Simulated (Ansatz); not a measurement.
Runs of Ansatz 0.2.0 on Hf. It takes space group P6_3/mmc (No. 194, hexagonal). Conventional cell: a = 3.197 Å, b = 3.197 Å, c = 5.058 Å, α = 90.00°, β = 90.00°, γ = 120.00°. Hf (site symmetry -6m2) has 12 Hf at 3.13 to 3.20 Å as nearest neighbours. 

```csv
level,cutoff (eV),gap on the mesh (eV),pressure (GPa)
BLYP,420,none,4.2
RPBE,420,none,4.2
r2SCAN,500,none,0.3
revPBE,420,none,3.4
LDA,420,none,(a)
PBEsol,420,none,-3.1
```

Alike in all rows: task band structure; potentials or basis Ansatz PAW; no spin polarisation; cell as given; k mesh 6 × 6 × 3; smearing fermi-dirac 0.05 eV; the mesh is coarse, so values aren't converged.

Q: Estimate the missing entries.

A: (a) -7.0.

Caveats: all runs use coarse meshes; spin-orbit coupling is left out, which moves the levels of the heavy elements; the PAW data sets come from PBE, with cores solved anew for the run's functional, which leaves a small shift of forces and pressure.

A k mesh can miss the band edges, and the runs leave out spin-orbit coupling on Hf.

A gap of «none» marks a metal or a gap under the smearing width.

Runs at the PBE level aren't shown here.
